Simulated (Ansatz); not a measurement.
BP:

```
P B
1.0
     0.00000    2.26900    2.26900
     2.26900    0.00000    2.26900
     2.26900    2.26900    0.00000
P B
1 1
Direct
  0.75000 0.75000 0.75000
  0.00000 0.00000 0.00000
```

- Program: Ansatz 0.2.0
- Task: relaxation of cell and atoms
- Functional: HF
- Potentials or basis: Ansatz PAW
- Cutoff: 420 eV (not typed: the program's choice for these potentials)
- k mesh: 5 × 5 × 5
- Occupations: fermi-dirac, width 0.05 eV
- Spin: no spin polarisation

At the start: volume 11.68 Å³/atom.

Problem. How do energy, volume and symmetry change on relaxing?

Solution. It ends after 5 steps and the volume is 12.05 Å³/atom (+3.2 %); space group F-43m (No. 216, to 0.05 Å).

Step by step:
| step | energy change (eV) | largest force (eV/Å) | volume (Å³) |
| --- | --- | --- | --- |
| 1 | 0.0000 | 0.0000 | 23.36 |
| 2 | -0.0110 | 0.0000 | 23.82 |
| 3 | -0.0126 | 0.0000 | 24.10 |
| 4 | -0.0126 | 0.0000 | 24.11 |
| 5 | -0.0134 | 0.0000 | 24.11 |

Final structure:
```
P B
1.0
     0.00000    2.29288    2.29288
     2.29288    0.00000    2.29288
     2.29288    2.29288    0.00000
P B
1 1
Direct
  0.75000 0.75000 0.75000
  0.00000 0.00000 0.00000
```

Caveat: the k mesh is coarse (spacing up to 0.48 Å⁻¹), so the values aren't converged, least of all with exact exchange; the plane-wave basis is chosen anew once the cell has moved, so the energies of steps on either side of that aren't comparable; the PAW data sets come from PBE, with cores solved anew for the run's functional, which leaves a small shift of forces and pressure.
